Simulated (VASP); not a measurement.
## PdIn: changing the dispersion correction

The cell as given:

It takes space group Fm-3m (No. 225, cubic). The conventional cell has a = 5.492 Å, b = 5.492 Å, c = 5.492 Å, α = 90.00°, β = 90.00°, γ = 90.00°. In (site symmetry m-3m) has 6 Pd at 2.75 Å as nearest neighbours. Pd (site symmetry m-3m) has 6 In at 2.75 Å as nearest neighbours.

The cell comes from a database or a generator and needn't be the stable form of this composition.

Kept alike: task relaxation of cell and atoms; functional r2SCAN; k mesh 8 × 8 × 8; occupations fermi-dirac, width 0.05 eV; no spin polarisation. Program: VASP, PBE PAW files In_d, Pd, 600 eV. The mesh is that of the run's cell of 2 atoms. No spin-orbit coupling.

```csv
dispersion correction,volume (Å³/atom)
D3(BJ),19.794
D4,19.949
none,20.151
rVV10 (b = 11.95),19.879
```

The relaxations keep at least the cell's symmetry (Fm-3m). For a metal such a mesh leaves the last digits unconverged. Relaxations stop with a little pressure left, so the last digits of a volume or edge aren't settled. All rows use potentials made for PBE.

The volume runs from 19.794 (D3(BJ)) to 20.151 Å³/atom (none). Against no correction: D3(BJ) -1.8 %; D4 -1.0 %; rVV10 (b = 11.95) -1.3 %. Dispersion terms mostly attract and so lower the volume; the schemes' coefficients and damping set how far.
